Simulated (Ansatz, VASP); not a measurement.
# Li (a cell with a defect): VASP beside Ansatz

```
Li
1.0
     6.98000    0.00000    0.00000
     0.00000    6.98000    0.00000
     0.00000    0.00000    6.98000
Li
17
Direct
  0.99450 0.97969 0.02605
  0.50763 0.00155 0.01307
  0.04383 0.51323 0.96248
  0.01237 0.99212 0.50249
  0.23771 0.26304 0.24437
  0.49774 0.48931 0.99229
  0.44160 0.10081 0.55280
  0.76322 0.24998 0.25560
  0.01603 0.50070 0.52094
  0.26183 0.74716 0.25708
  0.21713 0.23506 0.79646
  0.50492 0.49802 0.51429
  0.81157 0.64847 0.19760
  0.76805 0.24489 0.76390
  0.27702 0.76994 0.74504
  0.75256 0.75630 0.76325
  0.63837 0.87266 0.39005
```

Alike in both runs: functional PBE; k mesh 3 × 3 × 3; occupations fermi-dirac, width 0.15 eV; no spin polarisation.

Ansatz relaxed the structure, and its values are those at the end. VASP's run is a single point on that final structure, the one shown.

```csv
,VASP,Ansatz
version,VASP 6.6.1,Ansatz 0.2.0
potentials or method,"VASP PAW PBE potentials, release 64 (Li_sv)","scalar-relativistic, plane waves, PAW"
plane-wave cutoff (eV),520,420
valence electrons in the cell,51,51
```

```csv
,VASP,Ansatz,Ansatz less VASP
rms of the force components (eV/Å),0.005,0.005,-0.0004
```
